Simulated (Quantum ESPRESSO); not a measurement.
# GaN (F-43m) in Quantum ESPRESSO: notebook, part 2 of 5

Quantum ESPRESSO 7.5. The steps go on from the part before.

**3. Phonons, LDA, target pressure 5 GPa, at which the enthalpy is minimised**

pw.in reads:

```
&CONTROL
  calculation = 'scf'
  prefix = 'pwscf'
  outdir = './tmp'
  pseudo_dir = './pseudo'
  tprnfor = .true.
  tstress = .true.
  disk_io = 'low'
/
&SYSTEM
  ibrav = 0
  A = 3.18693112
  nat = 2
  ntyp = 2
  ecutwfc = 56
  ecutrho = 448
  nbnd = 19
  occupations = 'smearing'
  smearing = 'fd'
  degauss = 0.00367493
/
&ELECTRONS
  conv_thr = 4d-10
  electron_maxstep = 120
  mixing_beta = 0.5
/
ATOMIC_SPECIES
Ga    69.7230 ga_lda_v1.4.uspp.F.UPF
N     14.0070 n_lda_v1.2.uspp.F.UPF
CELL_PARAMETERS alat
   0.0000000000    0.7071067816    0.7071067816
   0.7071067816    0.0000000000    0.7071067816
   0.7071067816    0.7071067816    0.0000000000
ATOMIC_POSITIONS alat
Ga     0.0000000000    0.0000000000    0.0000000000
N      0.3535533908    0.3535533908    0.3535533908
K_POINTS automatic
6 6 6 1 1 1
```

relax.in reads:

```
&CONTROL
  calculation = 'vc-relax'
  prefix = 'pwscf'
  outdir = './tmp'
  pseudo_dir = './pseudo'
  tprnfor = .true.
  tstress = .true.
  disk_io = 'low'
  nstep = 40
  forc_conv_thr = 0.0001
  etot_conv_thr = 1d-06
/
&SYSTEM
  ibrav = 0
  A = 3.18693112
  nat = 2
  ntyp = 2
  ecutwfc = 56
  ecutrho = 448
  nbnd = 19
  occupations = 'smearing'
  smearing = 'fd'
  degauss = 0.00367493
/
&ELECTRONS
  conv_thr = 4d-10
  electron_maxstep = 120
  mixing_beta = 0.5
/
&IONS
  ion_dynamics = 'bfgs'
/
&CELL
  cell_dynamics = 'bfgs'
  press = 50
  press_conv_thr = 0.2
/
ATOMIC_SPECIES
Ga    69.7230 ga_lda_v1.4.uspp.F.UPF
N     14.0070 n_lda_v1.2.uspp.F.UPF
CELL_PARAMETERS alat
   0.0000000000    0.7071067816    0.7071067816
   0.7071067816    0.0000000000    0.7071067816
   0.7071067816    0.7071067816    0.0000000000
ATOMIC_POSITIONS alat
Ga     0.0000000000    0.0000000000    0.0000000000
N      0.3535533908    0.3535533908    0.3535533908
K_POINTS automatic
6 6 6 1 1 1
```

scf2.in reads:

```
&CONTROL
  calculation = 'scf'
  prefix = 'pwscf'
  outdir = './tmp'
  pseudo_dir = './pseudo'
  tprnfor = .true.
  tstress = .true.
  disk_io = 'low'
/
&SYSTEM
  ibrav = 0
  A = 3.1299525
  nat = 2
  ntyp = 2
  ecutwfc = 56
  ecutrho = 448
  nbnd = 19
  occupations = 'fixed'
/
&ELECTRONS
  conv_thr = 1d-13
  electron_maxstep = 120
  mixing_beta = 0.5
  startingpot = 'file'
  startingwfc = 'file'
/
ATOMIC_SPECIES
Ga    69.7230 ga_lda_v1.4.uspp.F.UPF
N     14.0070 n_lda_v1.2.uspp.F.UPF
CELL_PARAMETERS alat
   0.0000000000    0.7071067820    0.7071067820
   0.7071067820    0.0000000000    0.7071067820
   0.7071067820    0.7071067820    0.0000000000
ATOMIC_POSITIONS alat
Ga     0.0000000000    0.0000000000    0.0000000000
N      0.3535533910    0.3535533910    0.3535533910
K_POINTS automatic
6 6 6 1 1 1
```

ph.in reads:

```
phonons of GaN
&INPUTPH
  prefix = 'pwscf'
  outdir = './tmp'
  tr2_ph = 1d-18
  fildyn = 'dyn'
  niter_ph = 90
  alpha_mix(1) = 0.7
  epsil = .true.
/
0.0000000000 0.0000000000 0.0000000000
```

dynmat.in reads:

```
&INPUT
  fildyn = 'dyn'
  asr = 'crystal'
  lperm = .true.
  filout = 'dynmat.disp'
  fileig = 'dynmat.eig'
/
```

dynmat_lo.in reads:

```
&INPUT
  fildyn = 'dyn'
  asr = 'crystal'
  filout = 'dynmat_lo.disp'
  fileig = 'dynmat_lo.eig'
  q(1) = 0
  q(2) = 0
  q(3) = 1
/
```

Potentials or basis: GBRV 1.5 LDA.

On the command line:

```sh
OMP_NUM_THREADS=1 pw.x -in pw.in > pw.out
OMP_NUM_THREADS=1 pw.x -in relax.in > relax.out
OMP_NUM_THREADS=1 pw.x -in scf2.in > scf2.out
OMP_NUM_THREADS=1 ph.x -in ph.in > ph.out
OMP_NUM_THREADS=1 dynmat.x -in dynmat.in > dynmat.out
OMP_NUM_THREADS=1 dynmat.x -in dynmat_lo.in > dynmat_lo.out
```

pw.out:

```text
This program is part of the open-source Quantum ESPRESSO suite
     for quantum simulation of materials; please cite
[... 9 lines left out ...]
     --------------------
     sticks:   dense  smooth     PW     G-vecs:    dense   smooth      PW
     Sum        1123     559    187                24693     8801    1639

     Using Slab Decomposition

     bravais-lattice index     =            0
     lattice parameter (alat)  =       6.0224  a.u.
     unit-cell volume          =     154.4542 (a.u.)^3
     number of atoms/cell      =            2
     number of atomic types    =            2
     number of electrons       =        24.00
     number of Kohn-Sham states=           19
     kinetic-energy cutoff     =      56.0000  Ry
     charge density cutoff     =     448.0000  Ry
     scf convergence threshold =      4.0E-10
     mixing beta               =       0.5000
     number of iterations used =            8  plain     mixing
     Exchange-correlation= SLA  PZ   NOGX NOGC
                           (   1   1   0   0   0   0   0)

     celldm(1)=   6.022427  celldm(2)=   0.000000  celldm(3)=   0.000000
     celldm(4)=   0.000000  celldm(5)=   0.000000  celldm(6)=   0.000000

     crystal axes: (cart. coord. in units of alat)
               a(1) = (   0.000000   0.707107   0.707107 )
               a(2) = (   0.707107   0.000000   0.707107 )
               a(3) = (   0.707107   0.707107   0.000000 )

     reciprocal axes: (cart. coord. in units 2 pi/alat)
               b(1) = ( -0.707107  0.707107  0.707107 )
               b(2) = (  0.707107 -0.707107  0.707107 )
               b(3) = (  0.707107  0.707107 -0.707107 )

     PseudoPot. # 1 for Ga read from file:
     ga_lda_v1.4.uspp.F.UPF
     Pseudo is Ultrasoft + core correction, Zval = 19.0
     Generated by new atomic code, or converted to UPF format
     Using radial grid of  871 points,  6 beta functions with:
                l(1) =   0
                l(2) =   0
                l(3) =   1
                l(4) =   1
                l(5) =   2
                l(6) =   2
     Q(r) pseudized with  8 coefficients,  rinner =    1.250   1.250   1.250
                                                       1.250   1.250

     PseudoPot. # 2 for N  read from file:
     n_lda_v1.2.uspp.F.UPF
     Pseudo is Ultrasoft + core correction, Zval =  5.0
     Generated by new atomic code, or converted to UPF format
     Using radial grid of  729 points,  4 beta functions with:
                l(1) =   0
                l(2) =   0
                l(3) =   1
                l(4) =   1
     Q(r) pseudized with  8 coefficients,  rinner =    0.900   0.900   0.900

     atomic species   valence    mass     pseudopotential
     Ga               19.00    69.72300     Ga( 1.00)
     N                 5.00    14.00700     N ( 1.00)

     24 Sym. Ops. (no inversion) found

   Cartesian axes

     site n.     atom                  positions (alat units)
         1        Ga     tau(   1) = (   0.0000000   0.0000000   0.0000000  )
         2        N      tau(   2) = (   0.3535534   0.3535534   0.3535534  )

     number of k points=    28  Fermi-Dirac smearing, width (Ry)=  0.0037
                       cart. coord. in units 2pi/alat
        k(    1) = (   0.0589256   0.0589256   0.0589256), wk =   0.0185185
        k(    2) = (   0.1767767   0.1767767  -0.0589256), wk =   0.0555556
        k(    3) = (   0.2946278   0.2946278  -0.1767767), wk =   0.0555556
        k(    4) = (  -0.2946278  -0.2946278   0.4124790), wk =   0.0555556
        k(    5) = (  -0.1767767  -0.1767767   0.2946278), wk =   0.0555556
        k(    6) = (  -0.0589256  -0.0589256   0.1767767), wk =   0.0555556
[... 20 lines left out ...]
        k(   27) = (   0.2946278   0.2946278   0.2946278), wk =   0.0185185
        k(   28) = (  -0.2946278  -0.2946278   0.8838835), wk =   0.0555556

     Dense  grid:    24693 G-vectors     FFT dimensions: (  45,  45,  45)

     Smooth grid:     8801 G-vectors     FFT dimensions: (  30,  30,  30)

     Check: negative core charge=   -0.000001

     Initial potential from superposition of free atoms

     starting charge      23.0000, renormalised to      24.0000
     Starting wfcs are   16 randomized atomic wfcs +    3 random wfcs

     Self-consistent Calculation

     iteration #  1     ecut=    56.00 Ry     beta= 0.50
     Davidson diagonalization with overlap
     ethr =  1.00E-02,  avg # of iterations =  5.8

     total energy              =    -432.53065808 Ry
     estimated scf accuracy    <       5.66920019 Ry
[... 57 lines left out ...]
     iteration # 10     ecut=    56.00 Ry     beta= 0.50
     Davidson diagonalization with overlap
     ethr =  1.84E-11,  avg # of iterations =  2.0

     End of self-consistent calculation

          k = 0.0589 0.0589 0.0589 (  1091 PWs)   bands (ev):

   -81.8585 -81.8584 -81.8584  -5.2620  -3.0275  -3.0275  -3.0104  -2.7148
    -2.7148   9.6454  10.3914  10.3914  12.8559  20.2149  20.7043  20.7043
    27.8995  28.0365  28.0365
[... 87 lines left out ...]
   -81.8598 -81.8591 -81.8590  -4.3124  -2.9425  -2.7500  -2.7433  -2.6419
    -0.9250   4.4033   7.4601   7.8348  14.0813  17.1658  21.8194  23.9962
    24.0164  32.4055  34.2999

          k =-0.5303 0.1768-0.0589 (  1086 PWs)   bands (ev):

   -81.8596 -81.8591 -81.8589  -4.3573  -2.9041  -2.8422  -2.7758  -2.6591
    -1.3052   4.9200   7.3758   8.1462  15.4370  17.8373  20.6027  22.9165
    24.2927  31.6936  32.7730

          k =-0.4125 0.0589 0.0589 (  1084 PWs)   bands (ev):
[... 61 lines left out ...]
   -81.8597 -81.8589 -81.8587  -4.4011  -2.9418  -2.8965  -2.7128  -2.6818
    -1.1716   3.7817   7.9310   9.1591  16.3076  17.8584  20.5528  21.4566
    26.7536  29.0485  29.8047

     the Fermi energy is    11.4595 ev

!    total energy              =    -435.21592558 Ry
     estimated scf accuracy    <          6.8E-11 Ry
     smearing contrib. (-TS)   =      -0.00000000 Ry
     internal energy E=F+TS    =    -435.21592558 Ry

     The total energy is F=E-TS. E is the sum of the following terms:
     one-electron contribution =    -337.29205044 Ry
     hartree contribution      =     180.95782530 Ry
     xc contribution           =     -53.20070245 Ry
     ewald contribution        =    -225.68099800 Ry

     convergence has been achieved in  10 iterations

     Forces acting on atoms (cartesian axes, Ry/au):

     atom    1 type  1   force =     0.00000000    0.00000000   -0.00000000
     atom    2 type  2   force =    -0.00000000   -0.00000000    0.00000000

     Total force =     0.000000     Total SCF correction =     0.000000

     Computing stress (Cartesian axis) and pressure

          total   stress  (Ry/bohr**3)                   (kbar)     P=      -57.25
  -0.00038920   0.00000000   0.00000000          -57.25        0.00        0.00
  -0.00000000  -0.00038920   0.00000000           -0.00      -57.25        0.00
   0.00000000   0.00000000  -0.00038920            0.00        0.00      -57.25

=------------------------------------------------------------------------------=
   JOB DONE.
=------------------------------------------------------------------------------=
```

relax.out:

```text
This program is part of the open-source Quantum ESPRESSO suite
     for quantum simulation of materials; please cite
[... 9 lines left out ...]
     --------------------
     sticks:   dense  smooth     PW     G-vecs:    dense   smooth      PW
     Sum        1123     559    187                24693     8801    1639
[... 1610 lines left out ...]
   0.00034072  -0.00000000  -0.00000000           50.12       -0.00       -0.00
  -0.00000000   0.00034072   0.00000000           -0.00       50.12        0.00
  -0.00000000   0.00000000   0.00034072           -0.00        0.00       50.12

=------------------------------------------------------------------------------=
   JOB DONE.
=------------------------------------------------------------------------------=
```

scf2.out:

```text
This program is part of the open-source Quantum ESPRESSO suite
     for quantum simulation of materials; please cite
[... 9 lines left out ...]
     --------------------
     sticks:   dense  smooth     PW     G-vecs:    dense   smooth      PW
     Sum        1069     547    169                23409     8363    1471
[... 314 lines left out ...]
   0.00034078  -0.00000000  -0.00000000           50.13       -0.00       -0.00
  -0.00000000   0.00034078  -0.00000000           -0.00       50.13       -0.00
  -0.00000000  -0.00000000   0.00034078           -0.00       -0.00       50.13

=------------------------------------------------------------------------------=
   JOB DONE.
=------------------------------------------------------------------------------=
```

Run time: 2.8 min. Hardware: 1 thread of Intel Xeon 6975P-C (Granite Rapids), shared host; peak memory 0.14 GiB.

What came out:

```
Free energy                                             : -5921.4175 eV
Relaxed volume                                          : 10.84 Å³/atom
Relaxed cell                                            : a = 3.130 Å, b = 3.130 Å, c = 3.130 Å, α = 60.00°, β = 60.00°, γ = 60.00°
Space group after relaxing (to 0.05 Å)                  : F-43m (No. 216)
Pressure after relaxing                                 : 5.0 GPa
Electronic dielectric tensor (diagonal)                 : 5.63
Born charges (mean of the diagonal)                     : Ga +2.63; N -2.63 e
Highest phonon frequency at Γ, LO-TO splitting left out : 571 cm⁻¹
Static dielectric tensor (diagonal)                     : 9.74
```

The path:
```tsv
step	energy change (eV)	largest force (eV/Å)	pressure (GPa)	volume (Å³)
1	0.0000	0.0000	-5.73	22.89
2	-0.0039	0.0000	5.25	21.66
3	-0.0047	0.0000	4.96	21.69
4	-0.0046	0.0000	5.00	21.68
```

Final structure:
```cif
data_structure
_symmetry_space_group_name_H-M 'P 1'
_symmetry_Int_Tables_number 1
_cell_length_a 3.1300
_cell_length_b 3.1300
_cell_length_c 3.1300
_cell_angle_alpha 60.000
_cell_angle_beta 60.000
_cell_angle_gamma 60.000
_cell_volume 21.68
loop_
_atom_site_label
_atom_site_type_symbol
_atom_site_fract_x
_atom_site_fract_y
_atom_site_fract_z
_atom_site_occupancy
Ga1 Ga 0.00000 0.00000 0.00000 1
N1 N 0.25000 0.25000 0.25000 1
```

Phonon frequencies in cm⁻¹ (negative: imaginary):
| q point | frequencies |
| --- | --- |
| (0.000, 0.000, 0.000) | -10 -10 -10 571 571 571 |

Electronic dielectric tensor:
```
5.63 0.00 0.00
0.00 5.63 0.00
0.00 0.00 5.63
```

Born effective charge tensors (e):
atom 1, Ga
```
2.63 0.00 0.00
0.00 2.63 0.00
0.00 0.00 2.63
```
atom 2, N
```
-2.63  0.00  0.00
 0.00 -2.63  0.00
 0.00  0.00 -2.63
```

Optical modes at Γ, degenerate ones joined, polar ones without the macroscopic field:
```
cm⁻¹  components  symmetry     active in  IR intensity, summed ((D/Å)²/amu)
 571           3        T2  IR and Raman                              40.96
```

Zone-centre frequencies without and with the macroscopic field along z (cm⁻¹):
|  | optical modes in rising order |
| --- | --- |
| without | 571 571 571 |
| with the field | 571 571 752 |

Static dielectric tensor, electrons and zone-centre modes:
```
9.74 0.00 0.00
0.00 9.74 0.00
0.00 0.00 9.74
```

Caveat: the cell is more than 3 GPa from zero pressure, which shifts response properties.

[end of part 2 of 5]
